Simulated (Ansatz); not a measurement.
A trial cell of LiF, before relaxation:

```yaml
crystal:
  lattice:
    - [5.35172, 0.00000, 0.00000]
    - [0.00000, 4.24722, 2.37723]
    - [0.00000, -4.24722, 2.37723]
  atoms:
    - { symbol: Li, position: [0.34873, 0.40912, 0.21587] }
    - { symbol: Li, position: [0.65127, 0.21587, 0.40912] }
    - { symbol: Li, position: [0.34873, 0.71587, 0.90912] }
    - { symbol: Li, position: [0.65127, 0.90912, 0.71587] }
    - { symbol: Li, position: [0.84344, 0.56272, 0.06272] }
    - { symbol: Li, position: [0.15656, 0.06272, 0.56272] }
    - { symbol: F, position: [0.65127, 0.28413, 0.09088] }
    - { symbol: F, position: [0.34873, 0.09088, 0.28413] }
    - { symbol: F, position: [0.65127, 0.59088, 0.78413] }
    - { symbol: F, position: [0.34873, 0.78413, 0.59088] }
    - { symbol: F, position: [0.15656, 0.43728, 0.93728] }
    - { symbol: F, position: [0.84344, 0.93728, 0.43728] }
```

These are results of DFT PBE, scalar-relativistic, plane waves, PAW in Ansatz 0.2.0, not measurements. Cutoff 420 eV, Gaussian smearing, Γ-centred meshes. Cell and atoms relax first on a coarse mesh and then on a converged one. In between, the cell is made exact in the group found at 0.06 Å. The steps can't lower the symmetry of their start. No spin polarisation.

A guess keeps its type if space group and coordination stay and the shape of the cell changes little (axis ratios within about 15 %, angles within 6°); the volume may change.

Q: Does it keep its structure type, or change into something else?

A: It keeps its type. The symmetry stays Aem2 (No. 39). The volume per atom grows by 22.0 %, from 9.0 to 11.0 Å³. The shortest distance goes from 1.72 Å (Li–F) to 1.86 Å (Li–F). Counting neighbours within 15 % of an atom's shortest distance, the start has F 4, Li 4 and the end F 4, Li 4.

The zero of energy is the elements' standard structures at the same level (F₂ as a molecule); no fitted shifts are applied.

Q: At what energy does it end?

A: −2.925 eV/atom.

The last run used a 4×6×6 mesh (in the run's order of axes) for its 12-atom cell and Gaussian smearing of 0.02 eV. A later test with randomly moved atoms came back to the same energy, though modes that don't fit the test's cell weren't probed. Another cell of LiF relaxed alike, in Fm-3m, lies 20 meV/atom lower, so this cell isn't the stable form at this level.
